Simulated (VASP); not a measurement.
A run of VASP 6.6.1 is set up as follows.

INCAR

```
SYSTEM = HfO2
ALGO = Normal ; EDIFF = 1E-7
EDIFFG = -0.02 ; ENCUT = 600
GGA = 91 ; IBRION = 2
ISIF = 3 ; ISMEAR = -1
LASPH = .True. ; LCHARG = .False.
LREAL = .False. ; LWAVE = .False.
NELM = 80 ; NSW = 60
PREC = Accurate ; SIGMA = 0.05
```

File KPOINTS:

```
k-points
0
Gamma
  5 5 5
  0 0 0
```

The input POSCAR:

```
HfO2
1.0
    5.1180000000      0.0000000000      0.0000000000
    0.0000000000      5.1857000000      0.0000000000
   -0.8586630598      0.0000000000      5.2138671406
Hf O
4 8
Direct
    0.2755000000      0.4603000000      0.7080000000
    0.7245000000      0.9603000000      0.7920000000
    0.7245000000      0.5397000000      0.2920000000
    0.2755000000      0.0397000000      0.2080000000
    0.0742000000      0.1684000000      0.8467000000
    0.9258000000      0.6684000000      0.6533000000
    0.9258000000      0.8316000000      0.1533000000
    0.0742000000      0.3316000000      0.3467000000
    0.4487000000      0.7419000000      0.9801000000
    0.5513000000      0.2419000000      0.5199000000
    0.5513000000      0.2581000000      0.0199000000
    0.4487000000      0.7581000000      0.4801000000
```

Potentials or basis: VASP PAW PBE potentials, release 64 (Hf_pv, O).

Run with:

```console
$ cat potpaw_PBE.64/Hf_pv/POTCAR potpaw_PBE.64/O/POTCAR > POTCAR
$ mpirun -np 1 vasp_std > vasp.out
```

(1) Predict the relaxed volume.

(2) Estimate the band gap on the k mesh.

(3) What does it give for the relaxed cell?

## Answers

(1) 11.65 Å³/atom.

(2) 4.06 eV, indirect (least direct gap 4.14 eV).

(3) a = 5.134 Å, b = 5.195 Å, c = 5.315 Å, α = 90.00°, β = 99.63°, γ = 90.00°.

Caveat: the PAW data sets were made with another functional, which shifts forces and pressure a little; spin-orbit coupling is left out, which moves the levels of the heavy elements; an odd mesh through Γ misses points on the zone boundary, where band edges often lie.
